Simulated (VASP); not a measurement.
Wanted: the native input for a VASP 6.6.1 run.

* Task: optical spectrum
* Functional: PBEsol
* Potentials or basis: VASP PAW PBE potentials, release 64 (C)
* Cutoff: 520 eV
* k mesh: 13 × 13 × 8
* Occupations: gaussian, width 0.02 eV
* Spin: no spin polarisation
* Further INCAR settings: ALGO = Normal; EDIFF = 1e-07; NBANDS = 28

The structure of C lies in POSCAR:

```
C
1.0
    2.1273203100     -1.2282824400      0.0000000000
    2.1273203100      1.2282824400      0.0000000000
   -1.3790696300      0.0000000000      3.5028300800
C
2
Direct
    0.9041907400      0.8129655600      0.0192690000
    0.0958092600      0.1870344400      0.9807310000
```

This is a stacking variant of graphite.

The cell isn't the ideal one: all atoms moved at random, sigma 0.15 Å a component.

One way to write it, as run:

INCAR

```
SYSTEM = C
ALGO     = Normal         ! electronic algorithm
CSHIFT   = 0.05         
EDIFF    = 1E-7           ! SCF threshold, eV
ENCUT    = 520            ! plane-wave cutoff, eV
GGA      = PS             ! functional
ISIF     = 2              ! what is computed and relaxed
ISMEAR   = 0              ! smearing method
LASPH    = .True.         ! aspherical terms in the spheres
LCHARG   = .False.        ! write CHGCAR
LOPTICS  = .True.         ! frequency-dependent dielectric function
LREAL    = .False.        ! projectors in reciprocal space
LWAVE    = .False.        ! write WAVECAR
NBANDS   = 28             ! bands
NEDOS    = 1000           ! points of the DOS
NELM     = 100            ! most SCF steps
PREC     = Accurate       ! precision mode
SIGMA    = 0.02           ! smearing width, eV
```

KPOINTS

```
k-points
0
Gamma
  13 13 8
  0 0 0
```

Potentials or basis: VASP PAW PBE potentials, release 64 (C).

Run with:

```bash
$ cat potpaw_PBE.64/C/POTCAR > POTCAR
$ mpirun -np 1 vasp_std > vasp.out
```

Results of the run:

```yaml
Pressure: 22.4 GPa
Largest_force: 8.416 eV/Å
Band_gap_on_the_k_mesh: none (metal or under the smearing width)
```

Caveat: spectra need much finer meshes, so this one isn't converged; independent-particle spectra lack excitons; the intraband (Drude) part of a metal's response may be missing; so large a pressure means that the cell lies far from this level's equilibrium, or that cutoff or potentials fall short; the potentials were made for another functional, which shifts forces and pressure.

It took 100 s on 1 thread of Intel(R) Xeon(R) 6975P-C (Granite Rapids) (shared host), peak memory 0.43 GiB.
